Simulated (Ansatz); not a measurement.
Geometry optimisation in Ansatz: input, command and trajectory.

```yaml
crystal:
  lattice:
    - [-5.8271595117, 0.0, 0.0]
    - [0.0, 0.0, 5.8271595117]
    - [0.0, 5.8271595117, 0.0]
  atoms:
    - { symbol: Ga, position: [0.5, 0.0, 0.0] }
    - { symbol: Ga, position: [0.5, 0.5, 0.0] }
    - { symbol: Sb, position: [0.5, 0.0, 0.5] }
    - { symbol: Sb, position: [0.5, 0.5, 0.5] }
    - { symbol: Ga, position: [0.0, 0.0, 0.0] }
    - { symbol: Sb, position: [0.0, 0.5, 0.0] }
    - { symbol: Ga, position: [0.0, 0.0, 0.5] }
    - { symbol: Sb, position: [0.0, 0.5, 0.5] }
basis:
  ecutwfc: 420
kpoints:
  mp_grid: { grid: [6, 6, 6] }
hamiltonian:
  xc: pbe
scf:
  occupations: { method: gaussian, width: 0.1 }
output:
  forces: true
  stress: true
  eigenvalues: true
relax:
  adjacent_minimum: "off"
  f_tol: 0.015
  max_steps: 60
  cell: { stress_tol: 0.15 }
```

```bash
ansatz run input.yaml --threads 1 --pin off --max-ram 2560MiB --backend cpu --events-out ev --progress --plain --runs-dir out
```

The calculation used DFT PBE, scalar-relativistic, plane waves, PAW (Ansatz 0.2.0).

Of 4 frames 4 are shown, positions in Å and forces in eV/Å; the SCF threshold varies from step to step. Steps run on the plane waves of an earlier cell, with a Pulay correction in the pressure. The basis is chosen afresh for the last frame, the zero of the energies, and at times for earlier ones too; energy and pressure step there, also at an unchanged geometry.

```xyz
8
Lattice="-5.8272 0.0000 0.0000 0.0000 0.0000 5.8272 0.0000 5.8272 0.0000" Properties=species:S:1:pos:R:3:forces:R:3 pbc="T T T" step=1 free_energy_over_end_meV_per_atom=6.62 pressure_GPa=2.13
Ga   -2.9136    0.0000    0.0000    0.0000    0.0000    0.0000
Ga   -2.9136    0.0000    2.9136    0.0000    0.0000    0.0000
Sb   -2.9136    2.9136    0.0000    0.0000    0.0000    0.0000
Sb   -2.9136    2.9136    2.9136    0.0000    0.0000    0.0000
Ga    0.0000    0.0000    0.0000    0.0000    0.0000    0.0000
Sb    0.0000    0.0000    2.9136    0.0000    0.0000    0.0000
Ga    0.0000    2.9136    0.0000    0.0000    0.0000    0.0000
Sb    0.0000    2.9136    2.9136    0.0000    0.0000    0.0000
8
Lattice="-5.9470 0.0000 0.0000 0.0000 0.0000 5.9625 0.0000 5.9625 0.0000" Properties=species:S:1:pos:R:3:forces:R:3 pbc="T T T" step=2 free_energy_over_end_meV_per_atom=2.74 pressure_GPa=-1.12
Ga   -2.9735    0.0000    0.0000    0.0000    0.0000    0.0000
Ga   -2.9735    0.0000    2.9813    0.0000    0.0000    0.0000
Sb   -2.9735    2.9813    0.0000    0.0000    0.0000    0.0000
Sb   -2.9735    2.9813    2.9813    0.0000    0.0000    0.0000
Ga    0.0000    0.0000    0.0000    0.0000    0.0000    0.0000
Sb    0.0000    0.0000    2.9813    0.0000    0.0000    0.0000
Ga    0.0000    2.9813    0.0000    0.0000    0.0000    0.0000
Sb    0.0000    2.9813    2.9813    0.0000    0.0000    0.0000
8
Lattice="-5.9024 0.0000 0.0000 0.0000 0.0000 5.9154 0.0000 5.9154 0.0000" Properties=species:S:1:pos:R:3:forces:R:3 pbc="T T T" step=3 free_energy_over_end_meV_per_atom=0.24 pressure_GPa=-0.09
Ga   -2.9512    0.0000    0.0000    0.0000    0.0000    0.0000
Ga   -2.9512    0.0000    2.9577    0.0000    0.0000    0.0000
Sb   -2.9512    2.9577    0.0000    0.0000    0.0000    0.0000
Sb   -2.9512    2.9577    2.9577    0.0000    0.0000    0.0000
Ga    0.0000    0.0000    0.0000    0.0000    0.0000    0.0000
Sb    0.0000    0.0000    2.9577    0.0000    0.0000    0.0000
Ga    0.0000    2.9577    0.0000    0.0000    0.0000    0.0000
Sb    0.0000    2.9577    2.9577    0.0000    0.0000    0.0000
8
Lattice="-5.9024 0.0000 0.0000 0.0000 0.0000 5.9154 0.0000 5.9154 0.0000" Properties=species:S:1:pos:R:3:forces:R:3 pbc="T T T" step=4 free_energy_over_end_meV_per_atom=0.00 pressure_GPa=-0.10
Ga   -2.9512    0.0000    0.0000    0.0000    0.0000    0.0000
Ga   -2.9512    0.0000    2.9577    0.0000    0.0000    0.0000
Sb   -2.9512    2.9577    0.0000    0.0000    0.0000    0.0000
Sb   -2.9512    2.9577    2.9577    0.0000    0.0000    0.0000
Ga    0.0000    0.0000    0.0000    0.0000    0.0000    0.0000
Sb    0.0000    0.0000    2.9577    0.0000    0.0000    0.0000
Ga    0.0000    2.9577    0.0000    0.0000    0.0000    0.0000
Sb    0.0000    2.9577    2.9577    0.0000    0.0000    0.0000
```

It took 2.6 min on 1 thread of Arm Neoverse V1, on a shared host, peak memory 0.69 GiB.